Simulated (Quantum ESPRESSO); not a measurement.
# Rh in Quantum ESPRESSO: the effect of functional

Crystal: Rh.

```
Rh
1.0
     0.00000    1.89785    1.89785
     1.89785    0.00000    1.89785
     1.89785    1.89785    0.00000
Rh
1
Direct
  0.00000 0.00000 0.00000
```

Alike in all runs:

```yaml
Program: Quantum ESPRESSO 7.5
Task: phonons
Cutoff: 1197 eV
Density_cutoff: 4789 eV
k_mesh: 8 × 8 × 8
Occupations: cold, width 0.2 eV
Spin: no spin polarisation
```

Each run relaxes the cell or the atoms first.

Task: One run gave: relaxed volume 14.13 Å³/atom; highest phonon frequency 168 cm⁻¹. Which functional did it use?
A. LDA
B. PBEsol
C. PW91
D. WC
E. RPBE

Result: C.

| functional | potentials or basis | relaxed volume (Å³/atom) | highest phonon frequency (cm⁻¹) |
| --- | --- | --- | --- |
| LDA | PseudoDojo 0.4.1 SR LDA standard | 13.29 | 188 |
| PBEsol | PseudoDojo 0.4.1 SR PBEsol standard | 13.57 | 183 |
| RPBE | PseudoDojo 0.4.1 SR PBE standard | 14.35 | 168 |
| WC | PseudoDojo 0.4.1 SR PBE standard | 13.68 | 183 |
| PW91 | PseudoDojo 0.4.1 SR PBE standard | 14.13 | 168 |
| vdW-DF-cx | PseudoDojo 0.4.1 SR PBE standard | 13.63 | 190 |

Caveats: the mesh is thin for the phonons of a metal; the potentials were made for another functional, which shifts forces and pressure (some runs).

Runs at the PBE level aren't shown here.
